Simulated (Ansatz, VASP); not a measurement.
**Cross-check of AgCl (Chlorargyrite) between VASP and Ansatz**

Wanted: the spread between two codes on one cell, functional and k mesh. The cell is taken from a series of VASP runs on this material, whose earlier steps may have relaxed, scaled or displaced it; both programs get it as it stands.

Program: Ansatz 0.2.0. Level of theory: plane waves, with VASP 6.6.1 beside it; single point at r2SCAN with rVV10 and band structure at r2SCAN with rVV10. Results are calculated unless marked as measured.

## Step 1: Starting point

Symmetry: Fm-3m, No. 225, cubic system. The conventional cell has a = 5.496 Å, b = 5.496 Å, c = 5.496 Å, α = 90.00°, β = 90.00°, γ = 90.00°. Nearest to Ag lie 6 Cl at 2.75 Å. Cl has 6 Ag at 2.75 Å nearest. Farther neighbours and most contacts between anions are not listed.

## Step 2: Ansatz: single point, r2SCAN with rVV10

Ansatz runs on its default PAW (the set named soft_2) files.

A single point gives forces, pressure and levels at one fixed geometry, so differences don't come from the geometry; what else differs is listed under the comparison.

Contents of input.yaml:

```yaml
crystal:
  lattice:
    - [0.0, 2.747856413, 2.747856413]
    - [2.747856413, 0.0, 2.747856413]
    - [2.747856413, 2.747856413, 0.0]
  atoms:
    - { symbol: Ag, position: [0.0, 0.0, 0.0] }
    - { symbol: Cl, position: [0.5, 0.5, 0.5] }
hamiltonian:
  xc: r2scan
  pseudopotentials: { kind: paw }
  dispersion: rvv10
kpoints:
  mp_grid: { grid: [7, 7, 7] }
scf:
  occupations: { method: gaussian, width: 0.05 }
  n_extra_bands: 4
output:
  forces: true
  stress: true
  eigenvalues: true
```

Launch:

```bash
$ ansatz run input.yaml --threads 2 --pin off --max-ram 4608MiB --backend cpu --events-out ev --progress --plain --runs-dir out
```

Numbers of over 12 decimals in the logs are rounded to 6 here.

The program printed:

```text
scf.n_extra_bands = 4 over 13 filled bands (N_el = 26.0): the run solves 17 bands
Engine: ansatz 0.2.0, aarch64-unknown-linux-gnu
Pseudopotentials: kind: paw
Pseudopotential: Ag, paw, valence charge 19, recommended cutoff 500 eV (meta_gga), Ag.paw.azcp
Pseudopotential: Cl, paw, valence charge 7, recommended cutoff 500 eV (meta_gga), Cl.paw.azcp
Functional definition: r2SCAN+rVV10
  parameter k0 = 0.174
  parameter k1 = 0.065
  parameter a1 = 4.9479
  exchange = r2scan_x(k0 = k0, k1 = k1, a1 = a1)
  correlation = r2scan_c + rvv10(11.95, 0.0093)
Crystal: 2 atoms, lattice volume = 41.497 Å³
Basis set: ecut = 500 eV, 1067 PW (Γ), exchange–correlation on 128×128×128 points (64 copies of the dense FFT grid, shifted against one another)
Bands: 17, of which v1, the nominal top of the filled ones, is band 13 counted from 1 (12 counted from 0)
Symmetry: 48 space group operations
Space group: Fm-3m (ITA 225), of the structure as read, at distance tolerance 3.5e-5 Å
k-points: 20 of 343
Non-local potential: Ag, projectors of the file, l = 0: 3, l = 1: 2, l = 2: 2, l = 3: 1
Non-local potential: Cl, projectors of the file, l = 0: 2, l = 1: 2, l = 2: 2
PAW form: soft (Blöchl's): semilocal exchange-correlation on the pseudo side does not see the compensation charge
rVV10 density: all electrons in the spheres
PAW frozen core: Ag, regenerated for the run's functional (the file was generated under x = pbe(κ = 0.804, μ = 0.219515), c = pbe(β = 0.066725))
PAW frozen core: Cl, regenerated for the run's functional (the file was generated under x = pbe(κ = 0.804, μ = 0.219515), c = pbe(β = 0.066725))
PAW one-centre angular grid: Ag, 590 points (default); XC on 160 Gauss nodes
PAW one-centre angular grid: Cl, 302 points (default); XC on 160 Gauss nodes
Initial density: superposition of atomic densities (neutral atoms: chi_scale 0, normalization atom), corrected by the library's trained network
Initial wavefunctions: pseudopotential atomic-orbital guess
Functional: x = r2scan, c = r2scan + rvv10(b = 11.95, C = 0.0093); τ floored in thin density (d = 2e-4 eV/Å³)
SCF iter   1: F=—  HF=-8686.333579 eV  |F-HF|=—  |Δ(HF+E_count)|=         —  Δρ=7.25e-3  dr2=1.48e-2  dr2_τ=5.42e-3  ethr=1.77e-3  ⟨swp⟩=5.7  Hψ=1680  notcnv=0
preconditioner: auto → none  [insulator: Δε(μ)=1.518 eV  Ē_g=11.765 eV  σ=0.050 eV  W_gap=1.00  n_scr=14 (ndim 8)  ℏωp=24.5 eV  f_vac=0.028  D(μ)=0.00/eV (n_scr^D=0)  ε∞_Penn≈5.3]
SCF iter   2: F=—  HF=-8686.336308 eV  |F-HF|=—  |Δ(HF+E_count)|=   2.73e-3  Δρ=3.99e-3  dr2=3.01e-3  dr2_τ=6.98e-4  ethr=5.68e-5  ⟨swp⟩=2.0  Hψ=682  notcnv=0
SCF iter   3: F=—  HF=-8686.336009 eV  |F-HF|=—  |Δ(HF+E_count)|=   2.99e-4  Δρ=1.93e-3  dr2=6.06e-4  dr2_τ=7.13e-5  ethr=1.16e-5  ⟨swp⟩=2.4  Hψ=507  notcnv=0
SCF iter   4: F=—  HF=-8686.336104 eV  |F-HF|=—  |Δ(HF+E_count)|=   9.43e-5  Δρ=7.21e-4  dr2=8.90e-5  dr2_τ=1.58e-5  ethr=2.33e-6  ⟨swp⟩=1.0  Hψ=340  notcnv=0
SCF iter   5: F=—  HF=-8686.336126 eV  |F-HF|=—  |Δ(HF+E_count)|=   2.24e-5  Δρ=1.36e-4  dr2=4.49e-6  dr2_τ=4.58e-7  ethr=3.42e-7  ⟨swp⟩=1.1  Hψ=343  notcnv=0
SCF iter   6: F=-8686.336127 eV  HF=-8686.336127 eV  |F-HF|=2.83e-8  |Δ(HF+E_count)|=   5.12e-7  Δρ=1.74e-5  dr2=5.69e-8  dr2_τ=1.08e-8  ethr=3.85e-10  ⟨swp⟩=4.1  Hψ=1614  notcnv=0
SCF 1 converged in 6 iterations: F = -8686.336127 eV  dr2 = 5.69e-8
  greatest PAW one-centre occupation: 1.003 electrons in one spin orbital (limit 2), on the Ag atom at site 0 (counted from 0), in its partial waves of l = 1
SCF converged after 6 iterations
Free energy (F): -8686.336127 eV
Harris-Foulkes:  -8686.336127 eV  (|F-HF|=2.83e-8)
Internal energy: -8686.336127 eV  (E = F + TS)
E sigma→0 (E₀):  -8686.336127 eV
Fermi energy:    8.929942 eV
--- Per-component energies (eV) ---
  E_band       = -373.178519
  E_kinetic    = 689.755330
  E_local      = -3171.999956  (includes V_loc(G=0)·N_el)
  E_nonlocal   = 114.040169
  E_hartree    = 1395.878833
  E_xc         = -278.226902
  E_vxc        = -393.777200  (∫ρ·V_xc dr)
  E_paw        = -4592.706940  (= ΣΔE_a)
  E_vpaw       = -428.402436  (= ΣTr[D̂ρ^β])
  E_aug_tail   = 0.000086  (compensation charges beyond the density's cutoff)
  E_vtau       = 25.451352  (kinetic-family band-sum trace: ∫τ·v_τ [+ j·A + Jᵃ·Aᵃ] dr)
  E_ewald      = -2842.431030
  E_core_change = -0.645718  (= ΣΔE_core)
  E_smearing   = -0.000000  (= −TS)
  E_closure    = -0.000000  (closes the sum)
  Σ components = -8686.336127   (vs F -8686.336127, Δ=0.00e0)
--- Forces (eV/Å), atoms counted from 1 ---
  atom   1  Ag    -0.00000000     0.00000000    -0.00000000
  atom   2  Cl     0.00000000    -0.00000000    -0.00000000
  max |Σ_I F_I| component: 2.50e-30 eV/Å
--- Stress (GPa, compression-positive) ---
        0.104330       0.000000      -0.000000
        0.000000       0.104330       0.000000
       -0.000000       0.000000       0.104330
  P = ⅓ Tr σ = 0.1043 GPa (1.043 kbar)
--- Band table (eV; the first three rows and the last of 20) ---
  k-point 0: bands = [... 9 lower, 5.7256, 5.7256, 5.7448, 5.7448, 9.6759, 19.3963, 19.3963, 19.3963]
  k-point 1: bands = [... 9 lower, 5.7602, 6.0107, 6.7124, 6.7124, 10.5634, 17.8333, 19.0512, 19.0512]
  k-point 2: bands = [... 9 lower, 5.9198, 6.2100, 7.6091, 7.6091, 12.0719, 16.1668, 17.5904, 17.5904]
  k-point 19: bands = [... 9 lower, 6.1232, 6.2894, 6.4537, 7.2012, 13.0054, 15.8915, 16.6653, 17.6406]
```

The job ended after 5.6 s (2 threads of Arm Neoverse N1, shared host; peak memory 0.44 GiB; 7.4 s of CPU time).

The run ends at a pressure of 0.10 GPa.

## Step 3: VASP: single point, r2SCAN with rVV10

The same cell, functional, mesh and smearing now go to VASP, with its own data sets and cutoff.

Lines of VASP's logs that name or quote its potential files are left out, and so is its time.

Contents of INCAR:

```
SYSTEM = AgCl
PREC = Accurate
ENCUT = 400
EDIFF = 1E-06
NELM = 100
ISMEAR = 0
SIGMA = 0.05
LREAL = .FALSE.
ALGO = Normal
METAGGA = R2SCAN
LUSE_VDW = .TRUE.
IVDW_NL = 2
BPARAM = 11.95
CPARAM = 0.0093
LASPH = .TRUE.
NBANDS = 15
LORBIT = 11
LWAVE = .FALSE.
LCHARG = .TRUE.
ISIF = 2
LELF = .TRUE.
LVHAR = .TRUE.
```

Contents of POSCAR:

```
AgCl
1.0
    0.0000000000      2.7478564130      2.7478564130
    2.7478564130      0.0000000000      2.7478564130
    2.7478564130      2.7478564130      0.0000000000
Ag Cl
1 1
Direct
    0.0000000000      0.0000000000      0.0000000000
    0.5000000000      0.5000000000      0.5000000000
```

Contents of KPOINTS:

```
Automatic mesh
0
Gamma
7 7 7
0 0 0
```

The projector-augmented-wave data sets are Ag and Cl (PBE family, release 64).

Launch:

```bash
$ mpirun -np 2 vasp_std
```

The program printed:

```text
[banner, memory and clock lines left out]
running    2 mpi-ranks, on    1 nodes
 distrk:  each k-point on    2 cores,    1 groups
 distr:  one band on    1 cores,    2 groups

 POSCAR found type information on POSCAR AgCl
 POSCAR found :  2 types and       2 ions
|                                                                             |
|               ----> ADVICE to this user running VASP <----                  |
|                                                                             |
|     You have switched on vdW-DFT.                                           |
|     This routine was written and supplied by Jiri Klimes. We recommend      |
|     that you carefully read and cite the following publications:            |
|       J. Klimes, D.R. Bowler, A. Michelides                                 |
|          J. Phys.: Cond Matt. 22 022201 (2010)                              |
|       J. Klimes, D.R. Bowler, A. Michelides                                 |
|          Phys. Rev. B. 83, 195131 (2011)                                    |
|     and references therein.                                                 |
|                                                                             |

|                                                                             |
|               ----> ADVICE to this user running VASP <----                  |
|                                                                             |
|     You enforced a specific xc type in the INCAR file but a different       |
|     [... a line on the potential file left out ...]
|     I HOPE YOU KNOW WHAT YOU ARE DOING!                                     |
|                                                                             |

 LDA part: xc-table for (None), standard interpolation
|                                                                             |
|           W    W    AA    RRRRR   N    N  II  N    N   GGGG   !!!           |
|           W    W   A  A   R    R  NN   N  II  NN   N  G    G  !!!           |
|           W    W  A    A  R    R  N N  N  II  N N  N  G       !!!           |
|           W WW W  AAAAAA  RRRRR   N  N N  II  N  N N  G  GGG   !            |
|           WW  WW  A    A  R   R   N   NN  II  N   NN  G    G                |
|           W    W  A    A  R    R  N    N  II  N    N   GGGG   !!!           |
|                                                                             |
|     The number of bands has been changed from the values supplied in        |
|     The orbitals not found in the WAVECAR file will be initialized with     |
|     random numbers, which is usually adequate. For correlated               |
|     calculations, however, you should redo the groundstate calculation.     |
|     I found NBANDS = 15. Now, NBANDS = 16.                                  |
|                                                                             |

 POSCAR, INCAR and KPOINTS ok, starting setup
 FFT: planning ... GRIDC
 FFT: planning ... GRID_SOFT
 FFT: planning ... GRID
 WAVECAR not read
 entering main loop
       N       E                     dE             d eps       ncg     rms          rms(c)
Total rVV10 correction in eV:      0.5283850    21.5737324
DAV:   1     0.588769113915E+02    0.58877E+02   -0.74559E+03   656   0.830E+02
DAV:   2    -0.302641601550E+02   -0.89141E+02   -0.82811E+02   832   0.202E+02
DAV:   3    -0.331480231120E+02   -0.28839E+01   -0.28787E+01   768   0.387E+01
DAV:   4    -0.331674250072E+02   -0.19402E-01   -0.19400E-01   808   0.346E+00
DAV:   5    -0.331677039005E+02   -0.27889E-03   -0.27889E-03   792   0.398E-01    0.707E+00
Total rVV10 correction in eV:      0.5277103    21.5737320
DAV:   6    -0.281633603180E+02    0.50043E+01   -0.36599E+00   656   0.198E+01    0.632E+00
Total rVV10 correction in eV:      0.5332107    21.5737320
DAV:   7    -0.281031815963E+02    0.60179E-01   -0.17023E-01   728   0.415E+00    0.401E+00
Total rVV10 correction in eV:      0.5416716    21.5737320
DAV:   8    -0.280914564726E+02    0.11725E-01   -0.11354E-01   696   0.379E+00    0.805E-01
Total rVV10 correction in eV:      0.5438892    21.5737320
DAV:   9    -0.280925544356E+02   -0.10980E-02   -0.41001E-03   832   0.667E-01    0.393E-01
Total rVV10 correction in eV:      0.5432937    21.5737320
DAV:  10    -0.280918836685E+02    0.67077E-03   -0.16272E-03   736   0.438E-01    0.122E-01
Total rVV10 correction in eV:      0.5429686    21.5737320
DAV:  11    -0.280918543042E+02    0.29364E-04   -0.50036E-04   824   0.178E-01    0.379E-02
Total rVV10 correction in eV:      0.5429920    21.5737320
DAV:  12    -0.280918519052E+02    0.23991E-05   -0.12371E-05   768   0.362E-02    0.224E-02
Total rVV10 correction in eV:      0.5431117    21.5737320
DAV:  13    -0.280918514645E+02    0.44070E-06   -0.19245E-05   720   0.476E-02    0.606E-03
Total rVV10 correction in eV:      0.5430970    21.5737320
DAV:  14    -0.280918512671E+02    0.19738E-06   -0.73854E-07   384   0.978E-03
Total rVV10 correction in eV:      0.5430848    21.5737320
Total rVV10 correction in eV:      0.5430915    21.5737320
   1 F= -.28091851E+02 E0= -.28091851E+02  d E =-.602996E-15
```

From OUTCAR (step 3):

```text
ion  position               nearest neighbor table
   1  0.000  0.000  0.000-   2 2.75   2 2.75   2 2.75   2 2.75   2 2.75   2 2.75
   2  0.500  0.500  0.500-   1 2.75   1 2.75   1 2.75   1 2.75   1 2.75   1 2.75

  LATTYP: Found a face centered cubic cell.
 ALAT       =     5.4957128260

 Subroutine GETGRP returns: Found 48 space group operations
 (whereof 48 operations were pure point group operations)

The static configuration has the point symmetry O_h .

 Found     20 irreducible k-points:

   k-points           NKPTS =     20   k-points in BZ     NKDIM =     20   number of bands    NBANDS=     16

   dimension x,y,z NGX =    28 NGY =   28 NGZ =   28
   dimension x,y,z NGXF=    56 NGYF=   56 NGZF=   56

   ENCUT  =  400.0 eV  29.40 Ry    5.42 a.u.   6.34  6.34  6.34*2*pi/ulx,y,z

   NELECT =      18.0000    total number of electrons

 k-points in reciprocal lattice and weights: Automatic mesh
   0.00000000  0.00000000  0.00000000       0.003
   0.14285714  0.00000000  0.00000000       0.023
   0.28571429  0.00000000  0.00000000       0.023
   0.42857143  0.00000000  0.00000000       0.023
   0.14285714  0.14285714  0.00000000       0.017
   0.28571429  0.14285714  0.00000000       0.070
   0.42857143  0.14285714  0.00000000       0.070
  -0.42857143  0.14285714  0.00000000       0.070
  -0.28571429  0.14285714  0.00000000       0.070
[...]
-0.42857143  0.42857143  0.14285714       0.070
  -0.28571429  0.42857143  0.14285714       0.070

 average (electrostatic) potential at core
       1 -77.8811       2 -94.6236

 E-fermi :   4.0774

 k-point     1 :       0.0000    0.0000    0.0000
  band No.  band energies     occupation
    ...
      5       1.3386      2.00000
      6       1.3386      2.00000
      7       1.3386      2.00000
      8       1.3920      2.00000
      9       1.3920      2.00000
     10       5.2545      0.00000
     11      15.1731      0.00000
     12      15.1731      0.00000
     13      15.1731      0.00000
     14      16.5026      0.00000
    ...

 k-point     2 :       0.1429    0.0000    0.0000
  band No.  band energies     occupation
    ...
      5       1.4130      2.00000
      6       1.4130      2.00000
      7       1.6510      2.00000
      8       2.3372      2.00000
      9       2.3372      2.00000
     10       6.1429      0.00000
     11      13.5139      0.00000
     12      14.7821      0.00000
     13      14.7821      0.00000
     14      16.5391      0.00000
    ...

 k-point     3 :       0.2857    0.0000    0.0000
  band No.  band energies     occupation
    ...
      5       1.5745      2.00000
      6       1.5745      2.00000
      7       1.8565      2.00000
      8       3.2377      2.00000
      9       3.2377      2.00000
     10       7.6543      0.00000
     11      11.7951      0.00000
     12      13.2668      0.00000
     13      13.2668      0.00000
     14      16.9671      0.00000
    ...

  Total       -0.0152461     -0.0152461     -0.0152461      0.0000000      0.0000000     -0.0000000
  in kB       -0.5886491     -0.5886491     -0.5886491      0.0000000      0.0000000     -0.0000000
  external PRESSURE =      -0.5886491 kB  Pullay stress =       0.0000000 kB

  energy-cutoff  :      400.00
  volume of cell :       41.50
      direct lattice vectors                 reciprocal lattice vectors
     0.000000000  2.747856413  2.747856413    -0.181960017  0.181960017  0.181960017
     2.747856413  0.000000000  2.747856413     0.181960017 -0.181960017  0.181960017
     2.747856413  2.747856413  0.000000000     0.181960017  0.181960017 -0.181960017

 POSITION                                       TOTAL-FORCE (eV/Angst)
 -----------------------------------------------------------------------------------
      0.00000      0.00000      0.00000        -0.000000      0.000000      0.000000
      2.74786      2.74786      2.74786         0.000000     -0.000000     -0.000000
 -----------------------------------------------------------------------------------
    total drift:                                0.000000      0.000000      0.000000

  FREE ENERGIE OF THE ION-ELECTRON SYSTEM (eV)
  ---------------------------------------------------
  free  energy   TOTEN  =       -28.0918512671 eV

  energy  without entropy=      -28.0918512671  energy(sigma->0) =      -28.09185127

 total charge
# of ion       s       p       d       tot
------------------------------------------
    1        0.200   0.143   9.387   9.729
    2        1.609   3.511   0.000   5.119
--------------------------------------------------
tot          1.809   3.653   9.387  14.849

[... 3 further parts left out ...]
```

The run ends at a pressure of -0.06 GPa.

## Step 4: Comparison

Known differences besides the potentials themselves: VASP keeps PBE cores, Ansatz makes them for the functional; the data sets hold 26 valence electrons in Ansatz (default PAW (the set named soft_2) files) and 18 in VASP; the cutoff is 500 eV in Ansatz and 400 eV in VASP. Total energies have different zeros and are not compared.

Compared:

| quantity | Ansatz | VASP | difference |
| --- | --- | --- | --- |
| pressure (GPa) | 0.10 | -0.06 | +0.16 |
| gap on the k mesh (eV) | 1.497 | 1.444 | +0.053 |

A gap on the mesh is an upper bound, since the band edges may lie between its points. Ansatz's pressure holds a Pulay correction of 0.05 GPa; VASP's holds none.

## Step 5: Ansatz: band structure, r2SCAN with rVV10

Levels along a path test the potential and the projectors away from the mesh points.

The cell is taken from a series of VASP runs on this material, whose earlier steps may have relaxed, scaled or displaced it; both programs get it as it stands.

input.yaml, the sections that differ from step 2:

```yaml
kpoints:
  mp_grid: { grid: [7, 7, 7] }
  band_path:
    path:
      - [0.0, 0.0, 0.0]
      - [0.16667, 0.0, 0.16667]
      - [0.33333, 0.0, 0.33333]
      - [0.5, 0.0, 0.5]
      - [0.5, 0.08333, 0.58333]
      - [0.5, 0.18333, 0.68333]
      - [0.5, 0.25, 0.75]
      - [0.45, 0.3, 0.75]
      - [0.40833, 0.34167, 0.75]
      - [0.35, 0.35, 0.7]
      - [0.225, 0.225, 0.45]
      - [0.075, 0.075, 0.15]
      - [0.03333, 0.03333, 0.03333]
      - [0.23333, 0.23333, 0.23333]
      - [0.4, 0.4, 0.4]
      - [0.5, 0.5, 0.5]
      - [0.51667, 0.46667, 0.51667]
      - [0.55833, 0.38333, 0.55833]
      - [0.60833, 0.28333, 0.60833]
      - [0.60833, 0.25, 0.64167]
      - [0.55833, 0.25, 0.69167]
      - [0.51667, 0.25, 0.73333]
      - [0.5, 0.3, 0.7]
      - [0.5, 0.38333, 0.61667]
      - [0.5, 0.48333, 0.51667]
      - [0.475, 0.475, 0.55]
      - [0.425, 0.425, 0.65]
      - [0.38333, 0.38333, 0.73333]
      - [0.59167, 0.18333, 0.59167]
      - [0.55, 0.1, 0.55]
      - [0.5, 0.0, 0.5]
    npoints: 1
scf:
  occupations: { method: gaussian, width: 0.05 }
  n_extra_bands: 7
# crystal, hamiltonian, output: as in step 2
```

Launch:

```bash
$ ansatz run input.yaml --threads 2 --pin off --max-ram 4608MiB --backend cpu --events-out ev --progress --plain --runs-dir out
```

The program printed:

```text
[...]
Crystal: 2 atoms, lattice volume = 41.497 Å³
Basis set: ecut = 500 eV, 1067 PW (Γ), exchange–correlation on 128×128×128 points (64 copies of the dense FFT grid, shifted against one another)
Bands: 20, of which v1, the nominal top of the filled ones, is band 13 counted from 1 (12 counted from 0)
Symmetry: 48 space group operations
[...]
k-points: 20 of 343
[...]
k-point 0: bands = [... 9 lower, 5.7256, 5.7256, 5.7448, 5.7448, 9.6759, 19.3963, 19.3963, 19.3963, ... 3 higher]
  k-point 1: bands = [... 9 lower, 5.7602, 6.0107, 6.7124, 6.7124, 10.5634, 17.8333, 19.0512, 19.0512, ... 3 higher]
  k-point 2: bands = [... 9 lower, 5.9198, 6.2100, 7.6091, 7.6091, 12.0719, 16.1668, 17.5904, 17.5904, ... 3 higher]
  k-point 19: bands = [... 9 lower, 6.1232, 6.2894, 6.4537, 7.2012, 13.0054, 15.8915, 16.6653, 17.6406, ... 3 higher]
[key lines of the parts left out:]
SCF converged after 6 iterations
Free energy (F): -8686.336127 eV
Fermi energy:    8.929952 eV
P = ⅓ Tr σ = 0.1043 GPa (1.043 kbar)
```

Elapsed: 7.8 s, on 2 threads; peak memory 0.44 GiB.

(Part 1 of 2 ends here.)

[Lines on the potential files, build, host, timing and source positions are cut from VASP's logs without a mark.]

[Logs are printed without paths, hosts, clocks, repeated set-up lines and the standing remarks that a program may print on its own settings, such as how far it seeks lower states.]

[Hosts, paths, dates, database ids (printed as entryN), source tags and the programs' standing remarks are cut or masked in the printed files.]
